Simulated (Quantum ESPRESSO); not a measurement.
The system is GaP.

```
Ga P
1.0
     0.00000    2.72525    2.72525
     2.72525    0.00000    2.72525
     2.72525    2.72525    0.00000
Ga P
1 1
Direct
  0.00000 0.00000 0.00000
  0.75000 0.75000 0.75000
```

Base run:

- Program: Quantum ESPRESSO 7.5
- Functional: vdW-DF3-opt2
- Potentials or basis: PseudoDojo 0.4.1 SR PBE standard
- Cutoff: 1088 eV
- Density cutoff: 4354 eV
- k mesh: 8 × 8 × 8
- Occupations: fermi-dirac, width 0.05 eV
- Spin: no spin polarisation

Its results: band gap on the k mesh 1.54 eV, indirect (least direct gap 1.65 eV); pressure 0.8 GPa.

Task: The run is repeated on the same cell with these changes: functional from vdW-DF3-opt2 to vdW-DF3-opt1. What comes out?

Result: Band gap on the k mesh 1.53 eV, indirect (least direct gap 1.64 eV); pressure 0.1 GPa.

Caveats: the potentials were made for another functional, which shifts forces and pressure.

Not every run made on this cell is shown here.
